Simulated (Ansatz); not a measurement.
# SiO2: a hydrostatic pressure series

One table from this session's results is given with a row withheld; the runs are named, their logs left out.

Method: DFT r2SCAN, scalar-relativistic, plane waves, PAW, in Ansatz 0.2.0.

2 further runs of the same task are left out: 2 set aside as unsound or not needed.

## The structure to begin with

The structure is tetragonal, space group P4_32_12 (No. 96). Conventional cell: a = 4.982 Å, b = 4.982 Å, c = 6.921 Å, α = 90.00°, β = 90.00°, γ = 90.00°. Si (site symmetry 2) has 4 O at 1.61 Å in its first shell of neighbours. O (site symmetry 1) is surrounded by 2 Si at 1.61 Å.

Coordinates:

```xyz
12
Lattice="4.9816 0.0000 0.0000 0.0000 4.9816 0.0000 0.0000 0.0000 6.9207" Properties=species:S:1:pos:R:3 pbc="T T T"
Si    0.9855    0.9855    0.0000
Si    1.5053    3.4762    5.1905
Si    3.4762    1.5053    1.7302
Si    3.9961    3.9961    3.4603
O     3.0323    3.6778    4.7140
O     1.9492    1.3038    1.2537
O     3.6778    3.0323    2.2067
O     1.1870    4.4400    6.4442
O     1.3038    1.9492    5.6670
O     0.5415    3.7946    3.9369
O     4.4400    1.1870    0.4765
O     3.7946    0.5415    2.9838
```

It goes back to an entry of the Materials Project, which need not be the stable form.

It is the result of an earlier relaxation at this level (volume 14.31 Å³/atom; gap on the mesh: 6.35 eV).

Set-up of the first run:

input.yaml

```yaml
crystal:
  lattice:
    - [5.0137690195, 0.0, 0.0]
    - [0.0, 5.0137690195, 0.0]
    - [0.0, 0.0, 6.9654234653]
  atoms:
    - { symbol: Si, position: [0.1978203439, 0.1978203439, 0.0] }
    - { symbol: Si, position: [0.3021796561, 0.6978203439, 0.75] }
    - { symbol: Si, position: [0.6978203439, 0.3021796561, 0.25] }
    - { symbol: Si, position: [0.8021796561, 0.8021796561, 0.5] }
    - { symbol: O, position: [0.6087093138, 0.7382811328, 0.6811472772] }
    - { symbol: O, position: [0.3912906862, 0.2617188672, 0.1811472772] }
    - { symbol: O, position: [0.7382811328, 0.6087093138, 0.3188527228] }
    - { symbol: O, position: [0.2382811328, 0.8912906862, 0.9311472772] }
    - { symbol: O, position: [0.2617188672, 0.3912906862, 0.8188527228] }
    - { symbol: O, position: [0.1087093138, 0.7617188672, 0.5688527228] }
    - { symbol: O, position: [0.8912906862, 0.2382811328, 0.0688527228] }
    - { symbol: O, position: [0.7617188672, 0.1087093138, 0.4311472772] }
basis:
  ecutwfc: 500
kpoints:
  mp_grid: { grid: [6, 6, 4] }
hamiltonian:
  xc: r2scan
scf:
  occupations: { method: gaussian, width: 0.02 }
output:
  forces: true
  stress: true
  eigenvalues: true
relax:
  adjacent_minimum: "off"
  f_tol: 0.008
  max_steps: 50
  cell: { stress_tol: 0.08, p_target: -2.0 }
```

Launch:

```console
> ansatz run input.yaml --threads 2 --pin off --max-ram 5120MiB --backend cpu --events-out ev --progress --plain --runs-dir out
```

Among the steps run: Relaxing at -2 GPa; Seeking the band edges at -2 GPa; Target pressure 2 GPa; Band edges over the zone at 2 GPa; 5 GPa; Seeking the band edges at 5 GPa; Target pressure 10 GPa; Band edges over the zone at 10 GPa; 20 GPa; The gap over the whole zone at 20 GPa.

One table of the session follows, with a row left open; its other results are not shown here.

Lengths are those of the vectors of the cell that was run:

```
P (GPa)  V (Å³/atom)  a (Å)  b (Å)  c (Å)  ΔH (eV/atom)
     -2        16.98  5.244  5.244  7.410        -0.194
      0        14.31  4.982  4.982  6.921         0.000
      2        12.85  4.831  4.831  6.607         0.169
      5            ?      ?      ?      ?             ?
     10        10.73  4.597  4.597  6.089         0.747
     20         9.66  4.463  4.463  5.819         1.379
```

Q: Estimate the row for P (GPa) = 5 from the others.

Worked estimate for «V (Å³/atom)». A straight line through the neighbours (2, 12.85) and (10, 10.73) gives 12.85 + (10.73 − 12.85) × (5 − 2) / (10 − 2) = 12.05; a parabola fitted to 4 rows on both sides gives 12.03.

As computed: V (Å³/atom): 11.73; a (Å): 4.711; b (Å): 4.711; c (Å): 6.343; ΔH (eV/atom): 0.398. In «V (Å³/atom)» the line misses by +0.32 and the parabola by +0.30.

ΔH is E + PV over the energy at zero pressure; a, b and c are the vectors of the computed cell.

Caveats from the session: Other structures may take over in this range; these runs cannot find them.
